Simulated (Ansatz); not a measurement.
# InGaP2 (ordered model alloy, started on the GaP lattice) (Ima2): the gap up the ladder of methods

Wanted: a ladder of band gaps for InGaP2 (ordered model alloy, started on the GaP lattice) (Ima2), from density functionals to G0W0.

Method: density functionals, hybrids and G0W0, plane waves, PAW, in Ansatz 0.2.0.

Report form: the programs' logs are mostly left out.

## Step 1: The structure

Symmetry: Ima2, No. 46, orthorhombic system. Conventional cell: a = 7.936 Å, b = 7.949 Å, c = 11.208 Å, α = 90.00°, β = 90.00°, γ = 90.00°. Nearest to Ga lie 4 P at 2.32 to 2.40 Å. Nearest to In lie 4 P at 2.47 to 2.50 Å. Nearest to In lie 4 P at 2.48 to 2.52 Å. Nearest to Ga lie 4 P at 2.36 to 2.40 Å. P has 1 Ga at 2.32 Å and 3 In at 2.47 to 2.48 Å nearest. Nearest to P lie 2 Ga at 2.36 Å and 2 In at 2.50 Å. It derives from GaP. Farther neighbours are not listed.

Coordinates:

```cif
data_structure
_symmetry_space_group_name_H-M 'P 1'
_symmetry_Int_Tables_number 1
_cell_length_a 7.9339
_cell_length_b 7.9339
_cell_length_c 7.9359
_cell_angle_alpha 59.992
_cell_angle_beta 59.992
_cell_angle_gamma 60.128
_cell_volume 353.52
loop_
_atom_site_label
_atom_site_type_symbol
_atom_site_fract_x
_atom_site_fract_y
_atom_site_fract_z
_atom_site_occupancy
Ga1 Ga 0.00027 0.99930 0.00022 1
In2 In 0.00090 0.50090 0.99910 1
In3 In 0.49945 0.50066 0.99995 1
Ga4 Ga 0.50006 0.00006 0.99994 1
In5 In 0.00090 0.50090 0.49910 1
In6 In 0.00066 0.99945 0.49995 1
Ga7 Ga 0.50006 0.00006 0.49994 1
Ga8 Ga 0.49930 0.50027 0.50022 1
P9 P 0.88108 0.35766 0.88063 1
P10 P 0.86435 0.88570 0.88553 1
P11 P 0.37015 0.88942 0.87021 1
P12 P 0.38570 0.36435 0.86442 1
P13 P 0.86435 0.88570 0.36442 1
P14 P 0.85766 0.38108 0.38063 1
P15 P 0.38570 0.36435 0.38553 1
P16 P 0.38942 0.87015 0.37021 1
```

The structure was relaxed with LDA. The runs that relaxed it are not among those shown.

The logs state that the PAW files were generated under PBE.

## Step 2: LDA on the 4×4×4 mesh

Levels along a band path and on the mesh show where this functional puts the band edges.

This step: DFT, LDA, plane waves, PAW; PAW set soft_1.

input.yaml reads:

```yaml
crystal:
  lattice:
    - [-0.0047183935, 5.6039885875, -5.6162220775]
    - [5.6162220775, 5.6039885875, 0.0047183935]
    - [5.611503684, 0.0, -5.611503684]
  atoms:
    - { symbol: Ga, position: [0.0002668062, -0.0007024568, 0.0002178253] }
    - { symbol: In, position: [0.000903567, 0.500903567, -0.000903567] }
    - { symbol: In, position: [0.4994471385, 0.500657247, -5.21927e-05] }
    - { symbol: Ga, position: [0.500055848, 5.5848e-05, -5.5848e-05] }
    - { symbol: In, position: [0.000903567, 0.500903567, 0.499096433] }
    - { symbol: In, position: [0.000657247, -0.0005528615, 0.4999478073] }
    - { symbol: Ga, position: [0.500055848, 5.5848e-05, 0.499944152] }
    - { symbol: Ga, position: [0.4992975432, 0.5002668062, 0.5002178253] }
    - { symbol: P, position: [0.8810838277, 0.3576572874, 0.8806294424] }
    - { symbol: P, position: [0.8643543157, 0.8856951228, 0.8855263617] }
    - { symbol: P, position: [0.3701530773, 0.8894193656, 0.8702137786] }
    - { symbol: P, position: [0.3856951228, 0.3643543157, 0.8644241998] }
    - { symbol: P, position: [0.8643543157, 0.8856951228, 0.3644241998] }
    - { symbol: P, position: [0.8576572874, 0.3810838277, 0.3806294424] }
    - { symbol: P, position: [0.3856951228, 0.3643543157, 0.3855263617] }
    - { symbol: P, position: [0.3894193656, 0.8701530773, 0.3702137786] }
kpoints:
  mp_grid: { grid: [4, 4, 4] }
  band_path:
    path:
      - [[0.0, 0.0, 0.0], [0.5, 0.0, 0.0]]
      - [[0.0, 0.5, 0.0], [0.0, 0.0, 0.0], [0.0, 0.0, 0.5]]
      - [[0.5, 0.5, 0.5], [0.0, 0.0, 0.0]]
    npoints: 10
hamiltonian:
  xc: lda
  pseudopotentials: { kind: paw, azcp: { folder: soft_1 }, xc_functional: pbe }
scf:
  occupations: { method: fermi_dirac, width: 0.02 }
  n_extra_bands: 9
output:
  eigenvalues: true
  write_density: true
  write_potential: true
  elf: true
  volumetric_format: npy
```

The run is started by

```bash
ansatz run input.yaml --threads 4 --pin off --max-ram 17510MiB --backend cpu --events-out ev --progress --plain --runs-dir out
```

Run time: 42 s. Hardware: 4 threads of Arm Neoverse V1, shared host; peak memory 1.5 GiB; 2.7 min of CPU time.

Numbers from this step:

```
filled bands         : 72
gap                  : 0.7765 eV
valence top at       : Γ
conduction bottom at : Γ
least direct gap     : 0.7765 eV
```

Over mesh and path the gap is 0.776 eV, in a supercell, where edges may be folded.

## Step 3: LDA+SOC on the 4×4×4 mesh

This run has two-component orbitals with spin-orbit coupling.

This step: DFT, LDA with spin-orbit coupling, plane waves, PAW; PAW set soft_1.

Edit input.yaml of step 2 so:

```diff
@@ -26,17 +26,18 @@
     path:
-      - [[0.0, 0.0, 0.0], [0.5, 0.0, 0.0]]
-      - [[0.0, 0.5, 0.0], [0.0, 0.0, 0.0], [0.0, 0.0, 0.5]]
-      - [[0.5, 0.5, 0.5], [0.0, 0.0, 0.0]]
-    npoints: 10
+      - [0.0, 0.0, 0.0]
+      - [0.5, 0.0, 0.0]
+      - [0.0, 0.5, 0.0]
+      - [0.0, 0.0, 0.5]
+      - [0.5, 0.5, 0.5]
+    npoints: 1
 hamiltonian:
   xc: lda
-  pseudopotentials: { kind: paw, azcp: { folder: soft_1 }, xc_functional: pbe }
+  pseudopotentials: { kind: paw_fr, azcp: { folder: soft_1 }, xc_functional: pbe }
 scf:
   occupations: { method: fermi_dirac, width: 0.02 }
-  n_extra_bands: 9
+  n_extra_bands: 18
+magnetization:
+  noncollinear: true
+  spin_orbit: true
 output:
   eigenvalues: true
-  write_density: true
-  write_potential: true
-  elf: true
-  volumetric_format: npy
```

Elapsed: 3.6 min, on 4 threads; peak memory 4.8 GiB.

This step gave:

| Quantity | Value |
| --- | --- |
| gap | 0.7505 eV |
| valence top at | Γ |
| conduction bottom at | Γ |
| least direct gap | 0.7505 eV |

Over mesh and listed points the gap is 0.751 eV, in a supercell, where edges may be folded. LDA+SOC against LDA: 0.751 − 0.776 = −0.025 eV, with the same mesh, set of files (read in its fully relativistic form for the spin-orbit run) and cutoff, and both edges at the same k points. The spin-orbit run sees mesh and listed points alone, so its gap is an upper bound: the coupling can move an edge off these points, the more so as this crystal has no centre of inversion, and the change over the zone, its sign included where it is small, is not known.

## Step 4: r2SCAN on the 4×4×4 mesh

r2SCAN is a meta-GGA: it depends on the kinetic-energy density as well as on the density and its gradient.

This step: DFT, r2SCAN, plane waves, PAW; PAW set soft_1.

Edit input.yaml of step 3 so:

```diff
@@ -33,10 +33,7 @@
 hamiltonian:
-  xc: lda
-  pseudopotentials: { kind: paw_fr, azcp: { folder: soft_1 }, xc_functional: pbe }
+  xc: r2scan
+  pseudopotentials: { kind: paw, azcp: { folder: soft_1 } }
 scf:
-  occupations: { method: fermi_dirac, width: 0.02 }
-  n_extra_bands: 18
-magnetization:
-  noncollinear: true
-  spin_orbit: true
+  occupations: { method: fixed }
+  n_extra_bands: 9
 output:
```

It took 40 s on 4 threads; peak memory 1.9 GiB.

This step gave:

```yaml
gap: 1.371 eV
valence_top_at: Γ
conduction_bottom_at: Γ
least_direct_gap: 1.371 eV
```

Over mesh and listed points the gap is 1.371 eV, in a supercell, where edges may be folded. r2SCAN against LDA: 1.371 − 0.776 = +0.595 eV. The runs also differ in plane-wave cutoff (420 eV and 500 eV), so how much of this comes from the functional alone is not known.

## Step 5: HSE06 on the 2×2×2 mesh

HSE06 mixes in a quarter of exact exchange at short range.

This step: DFT, HSE06, plane waves, PAW; PAW set soft_1.

Edit input.yaml of step 4 so:

```diff
@@ -23,3 +23,3 @@
 kpoints:
-  mp_grid: { grid: [4, 4, 4] }
+  mp_grid: { grid: [2, 2, 2] }
   band_path:
@@ -33,3 +33,3 @@
 hamiltonian:
-  xc: r2scan
+  xc: hse06
   pseudopotentials: { kind: paw, azcp: { folder: soft_1 } }
```

Elapsed: 2.1 min, on 4 threads; peak memory 3.7 GiB.

This step gave:

| Quantity | Value |
| --- | --- |
| gap | 1.836 eV |
| valence top at | Γ |
| conduction bottom at | Γ |
| least direct gap | 1.836 eV |
| exact-exchange fraction | 0.25 |

Over mesh and listed points the gap is 1.836 eV, in a supercell, where edges may be folded. HSE06 against LDA: 1.836 − 0.776 = +1.060 eV. The runs also differ in mesh (4×4×4 and 2×2×2), so how much of this comes from the functional alone is not known.

## Step 6: G0W0@LDA, 2×2×2 mesh, 989 empty bands, screening to 115 eV, PAW set soft_1 files

G0W0 replaces the xc potential by a self-energy built once from the orbitals of the start. Levels are corrected in the window of bands that the input names, at points of the mesh.

This step: G0W0 on LDA, plane waves, PAW; PAW set soft_1.

Edit input.yaml of step 5 so:

```diff
@@ -24,17 +24,12 @@
   mp_grid: { grid: [2, 2, 2] }
-  band_path:
-    path:
-      - [0.0, 0.0, 0.0]
-      - [0.5, 0.0, 0.0]
-      - [0.0, 0.5, 0.0]
-      - [0.0, 0.0, 0.5]
-      - [0.5, 0.5, 0.5]
-    npoints: 1
 hamiltonian:
-  xc: hse06
-  pseudopotentials: { kind: paw, azcp: { folder: soft_1 } }
+  xc: lda
+  pseudopotentials: { kind: paw, azcp: { folder: soft_1 }, xc_functional: pbe }
 scf:
   occupations: { method: fixed }
-  n_extra_bands: 9
-output:
-  eigenvalues: true
+gw:
+  n_empty_bands: 989
+  ecut_chi: 115.0
+  qp_bands: [v4, c4]
+  qp_kpoints: band_edges
+  screening: { model: contour_deformation }
```

Run time: 9.8 min. Hardware: 4 threads; peak memory 8.3 GiB.

Numbers from this step:

```
bands summed                                    : 1061
RPA ε∞ on this mesh (eigenvalues)               : 29.75, 31.97, 33.65
plane waves in the screening matrix             : 965
G0W0 gap over the corrected points              : 1.530 eV
k of the valence top                            : 0, 0, 0
k of the conduction bottom                      : 0, 0, 0
starting gap on the mesh                        : 0.7593 eV
Z at the valence top                            : 0.7471
Z at the conduction bottom                      : 0.7603
least direct G0W0 gap over the corrected points : 1.530 eV
```

Over all 5 irreducible mesh points the G0W0 gap is 1.530 eV, in a supercell, where edges may be folded. The LDA gap of this run on the mesh is 0.759 eV. The two states that bound the G0W0 gap lie that far apart at the start, so the correction of the gap is 1.530 − 0.759 = +0.771 eV.

## Step 7: Gap and time by level

Each gap is the least one over the points named; times are wall times on shared hosts, not benchmarks. A G0W0 time includes the run's own self-consistent start. Runs with listed points see these and the mesh alone, so an edge that moves elsewhere is missed. Rows marked * are further runs, not shown as steps, whose inputs differ from the G0W0 step on the same start in the columns given; solver thresholds can differ too.

| level | mesh | files, cutoff | bands summed, screening | points | gap (eV) | valence top | conduction bottom | least direct gap (eV) | time |
| --- | --- | --- | --- | --- | --- | --- | --- | --- | --- |
| LDA | 4×4×4 | soft_1 PAW, 420 eV | - | mesh and path | 0.776 | Γ | Γ | 0.776 | 42 s |
| LDA+SOC | 4×4×4 | soft_1 PAW, 420 eV | - | mesh and listed points | 0.751 | Γ | Γ | 0.751 | 3.6 min |
| r2SCAN | 4×4×4 | soft_1 PAW, 500 eV | - | mesh and listed points | 1.371 | Γ | Γ | 1.371 | 40 s |
| HSE06 | 2×2×2 | soft_1 PAW, 420 eV | - | mesh and listed points | 1.836 | Γ | Γ | 1.836 | 2.1 min |
| G0W0@LDA* | 2×2×2 | soft_1 PAW, 420 eV | 322, 46 eV | all 5 irreducible mesh points | 1.559 | Γ | Γ | 1.559 | 60 s |
| G0W0@LDA | 2×2×2 | soft_1 PAW, 420 eV | 1061, 115 eV | all 5 irreducible mesh points | 1.530 | Γ | Γ | 1.530 | 9.8 min |

## Step 8: What came out

| Quantity | Value |
| --- | --- |
| LDA, over mesh and path | 0.776 eV |
| LDA+SOC, over mesh and listed points | 0.751 eV |
| r2SCAN, over mesh and listed points | 1.371 eV |
| HSE06, over mesh and listed points | 1.836 eV |
| G0W0@LDA (1061 bands, 2×2×2), over all 5 irreducible mesh points | 1.530 eV |
| known limits | finite bands, screening cutoff and k mesh; no spin-orbit coupling in G0W0; d shells not analysed; large ε∞ on the G0W0 mesh |

In words: The rows run from 0.751 eV (LDA+SOC) to 1.836 eV (HSE06). They differ in mesh, plane-wave cutoff, bands and screening cutoff of G0W0 and the points over which the gap was sought as well as in level, so only pairs that share these are like for like. LDA+SOC against LDA: 0.751 − 0.776 = −0.025 eV, with the same mesh, set of files (read in its fully relativistic form for the spin-orbit run) and cutoff, and both edges at the same k points. The spin-orbit run sees mesh and listed points alone, so its gap is an upper bound: the coupling can move an edge off these points, the more so as this crystal has no centre of inversion, and the change over the zone, its sign included where it is small, is not known. G0W0@LDA (1061 bands, 2×2×2) moves the gap of its own start on the mesh by 1.530 − 0.759 = +0.771 eV, between the same two levels. No level off the mesh was corrected, so the G0W0 gap over the whole zone is not known from these runs. What spin-orbit coupling does to the G0W0 levels was not computed, so no sum with the G0W0 gap is formed. For G0W0@LDA: from 322 bands and 46 eV to 1061 bands and 115 eV the gap moves by 1.530 − 1.559 = −0.029 eV; bands and screening cutoff rise together, so their parts are not told apart. Two runs can't test a law of convergence, so the limit is not known. The G0W0 runs are scalar-relativistic. One-shot GW is known to converge slowly in bands for compounds with shallow d shells. The cell holds Ga and In; the filling of the d shell and its place against the gap were not analysed here. The largest eigenvalue of the RPA ε∞ is large: 34 in G0W0@LDA (2×2×2, 1061 bands) and 34 in G0W0@LDA (2×2×2, 322 bands). A coarse mesh can overstate it where a direct gap is narrow; the runs shown don't test that. No pair of G0W0 runs that differ in the mesh alone is shown (2×2×2 is a supercell whose nearest images lie 16 Å apart), so the error from the mesh is not known here. G0W0 is shown with one set of atomic data (soft_1 PAW), so the error from the files is not known here.

[Paths, hosts, dates, memory and timing lines, banners, echoed tables and standing remarks are left out of the program output.]

[Logs are printed without paths, hosts, clocks, repeated set-up lines and the standing remarks that a program may print on its own settings, such as how far it seeks lower states.]

[Runs of the session that timed out or met a known fault of the program may be left out.]

[Cells called generated may have been cut or substituted from an entry of the Crystallography Open Database or the Materials Project.]

[Hosts, paths, dates, database ids (printed as entryN), source tags and the programs' standing remarks are cut or masked in the printed files.]

[Where an RPA ε∞ is given, it is that of the G0W0 mesh and is not shown converged in it. Names of k-points follow the symmetry that the program found, which can be lower than the space group named. Band edges on a path are those of the sampled points; other points can move an edge, and change direct to indirect where valleys lie close.]

[Hybrid gaps are those of their k-mesh and are not shown converged in it.]
